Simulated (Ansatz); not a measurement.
4 guesses for Sc5Al and where they end

Theory: Ansatz, DFT PBE, scalar-relativistic, plane waves, PAW. Settings: cutoff 420 eV, Γ-centred meshes spaced at most about 0.3 Å⁻¹, and about 0.25 Å⁻¹ or finer for metals (2π included), Gaussian smearing. Collinear spin in cells that started with moments and kept them past the coarse steps, no spin elsewhere.

Each guess was relaxed in cell and atoms at zero pressure, within the symmetry of its start. Temperature and zero-point effects are left out. Coordination counts all near atoms (those within 1.25 times the shortest distance at each site). For orderings, «n of Z unlike» gives the unlike atoms among the Z nearest shared sites at the start, averaged over those sites.

| guess | made from | start group | V start (Å³/atom) | end group | V end (Å³/atom) | coordination at the end | gap on mesh (eV) | largest moment (μB) | E over the lowest end (meV/atom) |
| --- | --- | --- | --- | --- | --- | --- | --- | --- | --- |
| 1 | Sc/Al on hcp sites, 2.0 of 12 unlike | P-6m2 | 18.0 | ? | ? | ? | ? | ? | ? |
| 2 | Sc/Al on hcp sites, 4.0 of 12 unlike | P-62m | 18.0 | P-62m | 22.9 | Sc 12, Al 12 | 0 | - | 24 |
| 3 | Sc/Al on fcc sites, 2.7 of 12 unlike | P4/mmm | 18.0 | P4/mmm | 23.0 | Sc 12, Al 12 | 0 | - | 0 |
| 4 | Sc/Al on fcc sites, 2.0 of 12 unlike | P-3m1 | 18.0 | P-3m1 | 23.4 | Sc 12, Al 12 | 0 | - | 86 |

Guess 1 as it starts:

```cif
data_structure
_symmetry_space_group_name_H-M 'P 1'
_symmetry_Int_Tables_number 1
_cell_length_a 2.9522
_cell_length_b 2.9522
_cell_length_c 14.2945
_cell_angle_alpha 90.000
_cell_angle_beta 90.000
_cell_angle_gamma 120.000
_cell_volume 107.89
loop_
_atom_site_label
_atom_site_type_symbol
_atom_site_fract_x
_atom_site_fract_y
_atom_site_fract_z
_atom_site_occupancy
Sc1 Sc 0.33333 0.66667 0.66667 1
Sc2 Sc 0.33333 0.66667 0.33333 1
Sc3 Sc 0.66667 0.33333 0.83333 1
Sc4 Sc 0.66667 0.33333 0.16667 1
Sc5 Sc 0.66667 0.33333 0.50000 1
Al1 Al 0.33333 0.66667 0.00000 1
```

Q: Fill in the missing row: what does this guess relax into, and where does it rank?

A: It ends in Sc and Al ordered on hcp sites, space group P-6m2 (No. 187), with a = 3.263 Å, c = 15.288 Å, 23.5 Å³/atom and no gap; its coordination is Sc 12, Al 12, with moments up to 0.2 μB. It lies 78 meV/atom over the lowest end, above guess 2 and below guess 4. Counting all near atoms, this end and the lowest (guess 3) both have Sc 12, Al 12.

```cif
data_structure
_symmetry_space_group_name_H-M 'P-6m2'
_symmetry_Int_Tables_number 187
_cell_length_a 3.2632
_cell_length_b 3.2632
_cell_length_c 15.2879
_cell_angle_alpha 90.000
_cell_angle_beta 90.000
_cell_angle_gamma 120.000
_cell_volume 140.98
loop_
_atom_site_label
_atom_site_type_symbol
_atom_site_symmetry_multiplicity
_atom_site_Wyckoff_symbol
_atom_site_fract_x
_atom_site_fract_y
_atom_site_fract_z
_atom_site_occupancy
Sc1 Sc 2 g 0.00000 0.00000 0.67123 1
Sc2 Sc 2 h 0.33333 0.66667 0.84562 1
Sc3 Sc 1 d 0.33333 0.66667 0.50000 1
Al1 Al 1 a 0.00000 0.00000 0.00000 1
```

Energies over the elements count from the elements' standard structures at the same level, with no fitted energy shifts.

Q: Is the lowest end bound against the elements?

A: Yes: its formation energy is −0.13 eV/atom. Whether it is stable depends on the other phases of the system, which aren't compared here.

For metals, differences of a few meV/atom aren't resolved. Another magnetic order may lie lower. With atoms moved at random, P4/mmm came back. Other cells relaxed within their symmetry can be saddle points. A lower structure may well exist outside this small set. Some structure types and database cells were kept out of the candidates from the start, so a known form may be missing.

The energies mainly separate structures by how well Al is dispersed in Sc. The two orderings with the fewest unlike neighbours, 2.0 of 12, lie highest on both hcp and fcc sites. In guess 1 Al fills whole close-packed planes, where the Al–Al spacing of 3.263 Å is well beyond that in elemental Al, so Sc–Al contacts are given up for weak Al–Al ones. Mixing is favoured by Sc d–Al p hybridisation and some charge transfer towards the more electronegative Al.

The count of unlike neighbours isn't the whole story, however: guess 2 has the most, yet lies above guess 3. Stacking and the layout of Al beyond the first shell probably matter too, but these cells don't separate them. The small moment in guess 1 suggests a high Sc d density of states at the Fermi level rather than robust magnetism, as elemental Sc is a paramagnet. The negative formation energy shows a drive to alloy, but not that Sc5Al would resist separating into Sc and the known compound Sc2Al.
